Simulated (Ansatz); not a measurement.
**NbAs in Ansatz: the effect of functional**

The system is NbAs.

```xyz
4
Lattice="-1.7259 1.7259 5.8400 1.7259 -1.7259 5.8400 1.7259 1.7259 -5.8400" Properties=species:S:1:pos:R:3 pbc="T T T"
Nb    0.0000    1.7259    0.0000
Nb    0.0000    0.0000    8.7600
As    0.0000    1.7259    4.8589
As    0.0000    0.0000    1.9389
```

Alike in all runs:

- Program: Ansatz 0.2.0
- Task: equation of state
- Potentials or basis: Ansatz PAW
- k mesh: 11 × 11 × 11
- Occupations: fermi-dirac, width 0.05 eV
- Spin: no spin polarisation

One run gave: V0 of scaled cells 17.16 Å³/atom; B0 179 GPa. Which functional did it use?
A. LDA
B. r2SCAN
C. PBEsol

C.

| functional | cutoff | V0 of scaled cells (Å³/atom) | B0 (GPa) |
| --- | --- | --- | --- |
| LDA | 420 eV | 16.85 | 187 |
| PBEsol | 420 eV | 17.16 | 179 |
| r2SCAN | 500 eV | 17.59 | 173 |

Caveats: the cell was scaled at fixed shape and fractional positions, which overstates the stiffness of a crystal with free parameters, most of all of layers and chains; the PAW data sets come from PBE, with cores solved anew for the run's functional, which leaves a small shift of forces and pressure.

Not every run made on this cell is shown here.
